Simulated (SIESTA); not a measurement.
The system is PbSe (Clausthalite).

```
Pb Se
1.0
     0.00000    3.06065    3.06065
     3.06065    0.00000    3.06065
     3.06065    3.06065    0.00000
Pb Se
1 1
Direct
  0.00000 0.00000 0.00000
  0.50000 0.50000 0.50000
```

Base run:

- Program: SIESTA 5.4.2
- Functional: PBE
- Potentials or basis: PseudoDojo 0.4 standard (PBE files)
- Basis: TZDP (energy shift 0.003 Ry; two zetas on semicore shells)
- Grid cutoff: 500 Ry
- Energy shift: 0.003 Ry
- k mesh: 8 × 8 × 8
- Occupations: fermi-dirac, width 0.05 eV
- Spin: no spin polarisation

Its results: band gap on the k mesh 0.35 eV, direct; pressure 3.0 GPa.

**Question.** The run is repeated on the same cell with these changes: basis from TZDP (energy shift 0.003 Ry; two zetas on semicore shells) to SZ (energy shift 0.003 Ry). What comes out?

**Answer.** Band gap on the k mesh 0.56 eV, direct; pressure 6.2 GPa.

Caveats: spin-orbit coupling is left out, which as a rule narrows the gap of such compounds by several tenths of an eV; the basis of atomic orbitals isn't converged, which shifts pressures, moduli and gaps; the basis has no polarisation orbitals (some runs).
